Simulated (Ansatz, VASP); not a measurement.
# HfO2 in VASP and in Ansatz

File POSCAR:

```
HfO2
1.0
    0.0000000000      2.5575000000      2.5575000000
    2.5575000000      0.0000000000      2.5575000000
    2.5575000000      2.5575000000      0.0000000000
Hf O
1 2
Direct
    0.0000000000      0.0000000000     -0.2346041056
    0.2500000000      0.2500000000      0.2500000000
    0.7500000000      0.7500000000      0.7500000000
```

INCAR.step1

```
ALGO = Normal
EDIFF = 1E-4
ENCUT = 520
GGA = PE
ISMEAR = 0
LASPH = T
LCHARG = F
LREAL = F
LWAVE = T
NBANDS = 18
NELM = 60
PREC = Accurate
SIGMA = 0.05
```

INCAR.step2

```
ALGO = Normal
EDIFF = 1E-7
ENCUT = 520
ISIF = 2
ISMEAR = 0
ISTART = 1
LASPH = T
LCHARG = T
LELF = T
LMIXTAU = T
LREAL = F
LVHAR = T
LWAVE = F
METAGGA = R2SCAN
NBANDS = 18
NELM = 60
PREC = Accurate
SIGMA = 0.05
```

File KPOINTS:

```
k-points
0
Gamma
  8 8 8
```

Input for Ansatz:

```yaml
crystal:
  lattice:
    - [0.0, 2.5575, 2.5575]
    - [2.5575, 0.0, 2.5575]
    - [2.5575, 2.5575, 0.0]
  atoms:
    - { symbol: Hf, position: [0.0, 0.0, -0.2346041056] }
    - { symbol: O, position: [0.25, 0.25, 0.25] }
    - { symbol: O, position: [0.75, 0.75, 0.75] }
basis:
  ecutwfc: 500
kpoints:
  mp_grid: { grid: [8, 8, 8] }
hamiltonian:
  xc: r2scan
scf:
  occupations: { method: gaussian, width: 0.05 }
output:
  forces: true
  stress: true
  eigenvalues: true
```

Alike in both runs: task single point; functional r2SCAN; k mesh 8 × 8 × 8; occupations gaussian, width 0.05 eV; no spin polarisation.

```csv
,VASP,Ansatz
version,VASP 6.6.1,Ansatz 0.2.0
potentials or method,"VASP PAW PBE potentials, release 64 (Hf_pv, O)","scalar-relativistic, plane waves, PAW"
plane-wave cutoff (eV),520,500
valence electrons in the cell,22,38
```

|  | VASP | Ansatz | Ansatz less VASP |
| --- | --- | --- | --- |
| gap on the k mesh at the Fermi level (eV) | 3.56 | 3.50 | -0.053 |
| least direct gap on the mesh (eV) | 3.56 | 3.50 | -0.053 |
| rms of the force components (eV/Å) | 11.817 | 11.236 | -0.5809 |

Atom by atom the forces differ by 0.581 eV/Å (rms over components). The two sets of potentials don't hold the same shells in valence.

Caveats: the PAW data sets were made with another functional, which shifts forces and pressure a little (VASP); spin-orbit coupling is left out, which moves the levels of the heavy elements. A k mesh can miss the band edges.
